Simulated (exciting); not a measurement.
# Co (P-3m1) in exciting: reference runs

How does Co come out in PBE? The cell is run as given.

Everything below comes from runs of exciting (release sodium). Logs are shortened: lines on timing, memory, paths and dates and some standing lists are left out, and cuts for length are marked.

### Step 1. The crystal as given

The structure is trigonal, space group P-3m1 (No. 164). The conventional cell has a = 2.487 Å, b = 2.487 Å, c = 4.063 Å, α = 90.00°, β = 90.00°, γ = 120.00°. Co (site symmetry 3m) is surrounded by 12 Co at 2.42 to 2.55 Å.

### Step 2. Single point, PBE, collinear spin, ferromagnetic start

The input, input.xml:

```xml
<input>
  <title>Co</title>
  <structure speciespath="./" tshift="false">
    <crystal scale="1">
      <basevect>0.000000000000 4.700438383496 0.000000000000</basevect>
      <basevect>-4.070699049047 -2.350219191748 0.000000000000</basevect>
      <basevect>0.000000000000 0.000000000000 7.678504326493</basevect>
    </crystal>
    <species speciesfile="Co.xml" rmt="2">
      <atom coord="0.333333333300 0.666666666700 0.740139000000" bfcmt="0 0 -8"/>
      <atom coord="0.666666666700 0.333333333300 0.259861000000" bfcmt="0 0 -8"/>
    </species>
  </structure>
  <groundstate do="fromscratch" ngridk="12 12 7" rgkmax="9" gmaxvr="14" lmaxapw="10" lmaxmat="10" lmaxvr="8" xctype="GGA_PBE" stype="Fermi Dirac" swidth="0.00183747" nempty="28" ValenceRelativity="iora*" epsengy="1e-05" epspot="1e-05" maxscl="90" tforce="true" outputlevel="normal">
    <spin reducebf="0.5"/>
  </groundstate>
</input>
```

Potentials or basis: all-electron LAPW+lo, shipped species files, valence relativity iora*.

Run with:

```console
$ OMP_NUM_THREADS=1 exciting_smp
```

INFO.OUT:

```text
================================================================================
EXCITING SODIUM started
[... 10 lines left out ...]

 Lattice vectors (cartesian) :
      0.0000000000      4.7004383835      0.0000000000
     -4.0706990490     -2.3502191917      0.0000000000
      0.0000000000      0.0000000000      7.6785043265

 Reciprocal lattice vectors (cartesian) :
     -0.7717575325      1.3367232574      0.0000000000
     -1.5435150650      0.0000000000      0.0000000000
      0.0000000000     -0.0000000000      0.8182824467

 Unit cell volume                           :     146.9210397222
 Brillouin zone volume                      :       1.6883232920

 Species :    1 (Co)
     parameters loaded from                 :    Co.xml
     name                                   :    cobalt
     nuclear charge                         :     -27.00000000
     electronic charge                      :      27.00000000
     atomic mass                            :  107428.65170000
     muffin-tin radius                      :       2.00000000
     # of radial points in muffin-tin       :     350

     atomic positions (lattice) :
       1 :   0.33333333  0.66666667  0.74013900
       2 :   0.66666667  0.33333333  0.25986100

     magnetic fields (cartesian) :
       1 :   0.00000000  0.00000000 -8.00000000
       2 :   0.00000000  0.00000000 -8.00000000

 Total number of atoms per unit cell        :       2

 Spin treatment                             :    spin-polarised
 Global magnetic field (cartesian) :        0.00000000   0.00000000   0.00000000
 collinear magnetisation in z-direction

 Number of Bravais lattice symmetries       :      24
 Number of crystal symmetries               :      12

 k-point grid                               :      12   12    7
 Total number of k-points                   :     112
 k-point set is reduced with crystal symmetries

 R^MT_min * |G+k|_max (rgkmax)              :       9.00000000
 Species with R^MT_min                      :       1 (Co)
 Maximum |G+k| for APW functions            :       4.50000000
 Maximum |G| for potential and density      :      14.00000000

 G-vector grid sizes                        :      24    24    36
 Total number of G-vectors                  :    6827

 Maximum angular momentum used for
     APW functions                          :      10
     computing H and O matrix elements      :      10
     potential and density                  :       8
     inner part of muffin-tin               :       2

 Total nuclear charge                       :     -54.00000000
 Total electronic charge                    :      54.00000000
 Total core charge                          :      24.00000000
 Total valence charge                       :      30.00000000

 Number of empty states                     :      28
 Total number of valence states             :      88

 Maximum Hamiltonian size                   :     269
 Maximum number of plane-waves              :     245
 Total number of local-orbitals             :      24

 Exchange-correlation type                  :      20
[... 23 lines left out ...]
+ SCF iteration number :    1                                                  +
++++++++++++++++++++++++++++++++++++++++++++++++++++++++++++++++++++++++++++++++
 Total energy                               :     -2783.63813354
 _______________________________________________________________
 Fermi energy                               :         0.38534620
 Kinetic energy                             :      2829.87670322
 Coulomb energy                             :     -5494.25472650
 Exchange energy                            :      -116.70741329
 Correlation energy                         :        -2.55269698
 No external B-field energy in total energy

 DOS at Fermi energy (states/Ha/cell)       :        57.68335285

 Electron charges :
     core                                   :        24.00000000
     core leakage                           :         0.00720071
     valence                                :        30.00000000
     interstitial                           :         3.56263036
     charge in muffin-tin spheres :
                  atom     1    Co          :        25.21868482
                  atom     2    Co          :        25.21868482
     total charge in muffin-tins            :        50.43736964
     total charge                           :        54.00000000

 Moments :
     interstitial                           :        -0.01212719
     moment in muffin-tin spheres :
                  atom     1    Co          :         1.55614123
                  atom     2    Co          :         1.55614123
     total moment in muffin-tins            :         3.11228247
     total moment                           :         3.10015528

++++++++++++++++++++++++++++++++++++++++++++++++++++++++++++++++++++++++++++++++
+ SCF iteration number :    2                                                  +
++++++++++++++++++++++++++++++++++++++++++++++++++++++++++++++++++++++++++++++++
 Total energy                               :     -2786.56573488
 _______________________________________________________________
 Fermi energy                               :         0.37164346
 Kinetic energy                             :      2828.55965861
 Coulomb energy                             :     -5495.73493029
 Exchange energy                            :      -116.83701218
 Correlation energy                         :        -2.55345102
 No external B-field energy in total energy
[... 597 lines left out ...]
++++++++++++++++++++++++++++++++++++++++++++++++++++++++++++++++++++++++++++++++
+ SCF iteration number :   18                                                  +
++++++++++++++++++++++++++++++++++++++++++++++++++++++++++++++++++++++++++++++++
 Total energy                               :     -2786.95444307
 _______________________________________________________________
 Fermi energy                               :         0.36804969
 Kinetic energy                             :      2828.09682760
 Coulomb energy                             :     -5495.64616265
 Exchange energy                            :      -116.85326516
 Correlation energy                         :        -2.55184286
 No external B-field energy in total energy

 DOS at Fermi energy (states/Ha/cell)       :        50.92322782

 Electron charges :
     core                                   :        24.00000000
     core leakage                           :         0.00707786
     valence                                :        30.00000000
     interstitial                           :         3.51136834
     charge in muffin-tin spheres :
                  atom     1    Co          :        25.24431583
                  atom     2    Co          :        25.24431583
     total charge in muffin-tins            :        50.48863166
     total charge                           :        54.00000000

 Moments :
     interstitial                           :        -0.14286990
     moment in muffin-tin spheres :
                  atom     1    Co          :         1.69736690
                  atom     2    Co          :         1.69736690
     total moment in muffin-tins            :         3.39473381
     total moment                           :         3.25186391

 RMS change in effective potential (target) :  0.288856E-07  ( 0.100000E-04)
 Absolute change in total energy   (target) :  0.191505E-05  ( 0.100000E-04)
 Charge distance                   (target) :  0.218636E-07  ( 0.100000E-04)
 Abs. change in max-nonIBS-force   (target) :  0.178862E-06  ( 0.500000E-04)

++++++++++++++++++++++++++++++++++++++++++++++++++++++++++++++++++++++++++++++++
| Convergency criteria checked for the last 2 iterations                       +
| Convergence targets achieved. Performing final SCF iteration                 +
++++++++++++++++++++++++++++++++++++++++++++++++++++++++++++++++++++++++++++++++
 Total energy                               :     -2786.95443718
 _______________________________________________________________
 Fermi energy                               :         0.36804954
 Kinetic energy                             :      2828.09682926
 Coulomb energy                             :     -5495.64615903
 Exchange energy                            :      -116.85326452
 Correlation energy                         :        -2.55184289
 No external B-field energy in total energy

 DOS at Fermi energy (states/Ha/cell)       :        50.92357741

 Electron charges :
     core                                   :        24.00000000
     core leakage                           :         0.00707786
     valence                                :        30.00000000
     interstitial                           :         3.51136826
     charge in muffin-tin spheres :
                  atom     1    Co          :        25.24431587
                  atom     2    Co          :        25.24431587
     total charge in muffin-tins            :        50.48863174
     total charge                           :        54.00000000

 Moments :
     interstitial                           :        -0.14286846
     moment in muffin-tin spheres :
                  atom     1    Co          :         1.69736222
                  atom     2    Co          :         1.69736222
     total moment in muffin-tins            :         3.39472444
     total moment                           :         3.25185598

++++++++++++++++++++++++++++++++++++++++++++++++++++++++++++++++++++++++++++++++
+ Self-consistent loop stopped                                                 +
++++++++++++++++++++++++++++++++++++++++++++++++++++++++++++++++++++++++++++++++
 STATE.OUT is written

--------------------------------------------------------------------------------
- Writing atomic positions and forces                                          -
--------------------------------------------------------------------------------

 Atomic positions (lattice) :
 atom     1  Co  :     0.33333333    0.66666667    0.74013900
 atom     2  Co  :     0.66666667    0.33333333    0.25986100

 Total atomic forces including IBS (cartesian) :
 atom     1  Co  :     0.00000000    0.00000000    0.00957231
 atom     2  Co  :     0.00000000   -0.00000000   -0.00957231

 Atomic force components including IBS (cartesian) :
 atom     1  Co  :     0.00000000    0.00000000    0.02330666   HF force
                 :     0.00000000    0.00000000   -0.01193275   core correction
                 :     0.00000000    0.00000000   -0.00180159   IBS correction
 atom     2  Co  :     0.00000000   -0.00000000   -0.02330666   HF force
                 :    -0.00000000   -0.00000000    0.01193275   core correction
                 :    -0.00000000    0.00000000    0.00180159   IBS correction

********************************************************************************
[... 7 lines left out ...]
| EXCITING SODIUM stopped                                                      =
================================================================================
```

Run time: 8.8 min. Hardware: 1 thread of Arm Neoverse N1, shared host; peak memory 0.15 GiB.

Results:

| Quantity | Value |
| --- | --- |
| Free energy | -75836.9089 eV |
| Band gap on the k mesh | none (metal or under the smearing width) |
| Net moment | 3.25 μB per cell |
| Site moments | Co +1.70 μB |
| All electrons inside the program's atomic spheres | Co 25.24 (radii Co 2.0 bohr) |

Levels at points of the mesh, in eV from the Fermi level:
Spin up:
```tsv
k point	band 13	band 14	band 15	band 16	band 17	band 18	band 19	band 20	band 21	band 22
(0.00, 0.00, 0.00)	-2.33	-1.91	-1.91	-0.83	-0.83	-0.25	6.12	21.93	24.78	24.78
(0.50, 0.00, 0.00)	-2.22	-0.69	-0.67	-0.50	1.28	3.29	9.40	10.36	12.69	14.02
```
Spin down:
```csv
k point,band 9,band 10,band 11,band 12,band 13,band 14,band 15,band 16,band 17,band 18
"(0.00, 0.00, 0.00)",-1.09,-0.97,-0.97,-0.66,-0.66,-0.26,-0.10,-0.10,1.05,1.05
"(0.50, 0.00, 0.00)",-3.28,-1.85,-1.10,-1.07,-0.66,1.20,1.30,1.36,2.52,4.28
```

Caveat: the log's total energy holds no entropy term; the free energy is that total less TS from the occupations.
